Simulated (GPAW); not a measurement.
Input of a GPAW 26.7.0 run:

File run.py:

```python
import spglib
from ase import Atoms
from ase.eos import EquationOfState
from ase.io import Trajectory, read
from ase.units import GPa
from gpaw import GPAW, PW

atoms = read('Ag.cif')
cell, positions, numbers = spglib.find_primitive(
    (atoms.cell[:], atoms.get_scaled_positions(), atoms.numbers), symprec=1e-4)
atoms = Atoms(numbers, cell=cell, scaled_positions=positions, pbc=True)

traj = Trajectory('eos.traj', 'w')
volumes, energies = [], []
for x in [0.94, 0.96, 0.98, 1.0, 1.02, 1.04, 1.06]:
    a = atoms.copy()
    a.set_cell(atoms.cell * x**(1 / 3), scale_atoms=True)
    calc = GPAW(mode=PW(600),
                xc='MGGA_X_RSCAN+MGGA_C_RSCAN',
                kpts={'size': (11, 11, 11), 'gamma': True},
                occupations={'name': 'fermi-dirac', 'width': 0.05},
                nbands=18,
                convergence={'density': 1e-05, 'energy': 1e-05},
                maxiter=150,
                txt=f'eos-{x:.2f}.txt')
    a.calc = calc
    energies.append(a.get_potential_energy(force_consistent=True))
    volumes.append(a.get_volume())
    p = -a.get_stress()[:3].mean() / GPa
    calc.write(f'eos-{x:.2f}.gpw')
    traj.write(a)
    print(f'{x:.2f} {volumes[-1]:10.4f} A^3 {energies[-1]:14.6f} eV {p:9.3f} GPa', flush=True)

v0, e0, B = EquationOfState(volumes, energies, eos='birchmurnaghan').fit()
print(f'V0 = {v0:.4f} A^3, E0 = {e0:.6f} eV, B0 = {B / GPa:.2f} GPa')
```

File Ag.cif:

```cif
data_Ag
_cell_length_a 4.08550000
_cell_length_b 4.08550000
_cell_length_c 4.08550000
_cell_angle_alpha 90.00000000
_cell_angle_beta 90.00000000
_cell_angle_gamma 90.00000000
_space_group_name_H-M_alt 'Fm-3m'
_space_group_name_Hall '-F 4 2 3'
_space_group_IT_number 225
loop_
_space_group_symop_operation_xyz
'x,y,z'
'-x,-y,-z'
'-y,x,z'
'y,-x,-z'
'-x,-y,z'
'x,y,-z'
'y,-x,z'
'-y,x,-z'
'x,-y,-z'
'-x,y,z'
'-y,-x,-z'
'y,x,z'
'-x,y,-z'
'x,-y,z'
'y,x,-z'
'-y,-x,z'
'z,x,y'
'-z,-x,-y'
'z,-y,x'
'-z,y,-x'
'z,-x,-y'
'-z,x,y'
'z,y,-x'
'-z,-y,x'
'-z,x,-y'
'z,-x,y'
'-z,-y,-x'
'z,y,x'
'-z,-x,y'
'z,x,-y'
'-z,y,x'
'z,-y,-x'
'y,z,x'
'-y,-z,-x'
'x,z,-y'
'-x,-z,y'
'-y,z,-x'
'y,-z,x'
'-x,z,y'
'x,-z,-y'
'-y,-z,x'
'y,z,-x'
'-x,-z,-y'
'x,z,y'
'y,-z,-x'
'-y,z,x'
'x,-z,y'
'-x,z,-y'
'x,y+1/2,z+1/2'
'-x,-y+1/2,-z+1/2'
'-y,x+1/2,z+1/2'
'y,-x+1/2,-z+1/2'
'-x,-y+1/2,z+1/2'
'x,y+1/2,-z+1/2'
'y,-x+1/2,z+1/2'
'-y,x+1/2,-z+1/2'
'x,-y+1/2,-z+1/2'
'-x,y+1/2,z+1/2'
'-y,-x+1/2,-z+1/2'
'y,x+1/2,z+1/2'
[... 40 lines left out ...]
'-x+1/2,-y,z+1/2'
'x+1/2,y,-z+1/2'
'y+1/2,-x,z+1/2'
'-y+1/2,x,-z+1/2'
'x+1/2,-y,-z+1/2'
'-x+1/2,y,z+1/2'
'-y+1/2,-x,-z+1/2'
'y+1/2,x,z+1/2'
'-x+1/2,y,-z+1/2'
'x+1/2,-y,z+1/2'
'y+1/2,x,-z+1/2'
'-y+1/2,-x,z+1/2'
'z+1/2,x,y+1/2'
'-z+1/2,-x,-y+1/2'
'z+1/2,-y,x+1/2'
'-z+1/2,y,-x+1/2'
'z+1/2,-x,-y+1/2'
'-z+1/2,x,y+1/2'
'z+1/2,y,-x+1/2'
'-z+1/2,-y,x+1/2'
'-z+1/2,x,-y+1/2'
'z+1/2,-x,y+1/2'
'-z+1/2,-y,-x+1/2'
'z+1/2,y,x+1/2'
'-z+1/2,-x,y+1/2'
'z+1/2,x,-y+1/2'
'-z+1/2,y,x+1/2'
'z+1/2,-y,-x+1/2'
'y+1/2,z,x+1/2'
'-y+1/2,-z,-x+1/2'
'x+1/2,z,-y+1/2'
'-x+1/2,-z,y+1/2'
'-y+1/2,z,-x+1/2'
'y+1/2,-z,x+1/2'
'-x+1/2,z,y+1/2'
'x+1/2,-z,-y+1/2'
'-y+1/2,-z,x+1/2'
'y+1/2,z,-x+1/2'
'-x+1/2,-z,-y+1/2'
'x+1/2,z,y+1/2'
'y+1/2,-z,-x+1/2'
'-y+1/2,z,x+1/2'
'x+1/2,-z,y+1/2'
'-x+1/2,z,-y+1/2'
'x+1/2,y+1/2,z'
'-x+1/2,-y+1/2,-z'
'-y+1/2,x+1/2,z'
'y+1/2,-x+1/2,-z'
'-x+1/2,-y+1/2,z'
'x+1/2,y+1/2,-z'
'y+1/2,-x+1/2,z'
'-y+1/2,x+1/2,-z'
'x+1/2,-y+1/2,-z'
'-x+1/2,y+1/2,z'
'-y+1/2,-x+1/2,-z'
'y+1/2,x+1/2,z'
'-x+1/2,y+1/2,-z'
'x+1/2,-y+1/2,z'
'y+1/2,x+1/2,-z'
'-y+1/2,-x+1/2,z'
'z+1/2,x+1/2,y'
'-z+1/2,-x+1/2,-y'
'z+1/2,-y+1/2,x'
'-z+1/2,y+1/2,-x'
'z+1/2,-x+1/2,-y'
'-z+1/2,x+1/2,y'
'z+1/2,y+1/2,-x'
'-z+1/2,-y+1/2,x'
'-z+1/2,x+1/2,-y'
'z+1/2,-x+1/2,y'
'-z+1/2,-y+1/2,-x'
'z+1/2,y+1/2,x'
'-z+1/2,-x+1/2,y'
'z+1/2,x+1/2,-y'
'-z+1/2,y+1/2,x'
'z+1/2,-y+1/2,-x'
'y+1/2,z+1/2,x'
'-y+1/2,-z+1/2,-x'
'x+1/2,z+1/2,-y'
'-x+1/2,-z+1/2,y'
'-y+1/2,z+1/2,-x'
'y+1/2,-z+1/2,x'
'-x+1/2,z+1/2,y'
'x+1/2,-z+1/2,-y'
'-y+1/2,-z+1/2,x'
'y+1/2,z+1/2,-x'
'-x+1/2,-z+1/2,-y'
'x+1/2,z+1/2,y'
'y+1/2,-z+1/2,-x'
'-y+1/2,z+1/2,x'
'x+1/2,-z+1/2,y'
'-x+1/2,z+1/2,-y'
loop_
_atom_site_label
_atom_site_type_symbol
_atom_site_symmetry_multiplicity
_atom_site_Wyckoff_symbol
_atom_site_fract_x
_atom_site_fract_y
_atom_site_fract_z
_atom_site_occupancy
Ag1 Ag 4 a 0.0000000000 0.0000000000 0.0000000000 1
```

Potentials or basis: GPAW PAW data sets (gpaw-data 1.2.1), pw.

Run with:

```bash
$ OMP_NUM_THREADS=1 python run.py
```

Predict the bulk modulus.

103 GPa (rough).

What does it give for the equilibrium volume?

17.25 Å³/atom (rough: see the caveat).

Energy against volume, from the lowest point:
```tsv
volume (Å³/atom)	energy (meV/atom)
16.025	33.63
16.366	16.36
16.707	5.71
17.048	0.49
17.389	0.00
17.730	3.60
18.071	10.76
```

Caveat: the points scatter about the fit; the PAW data sets were made with another functional, which shifts forces and pressure a little.
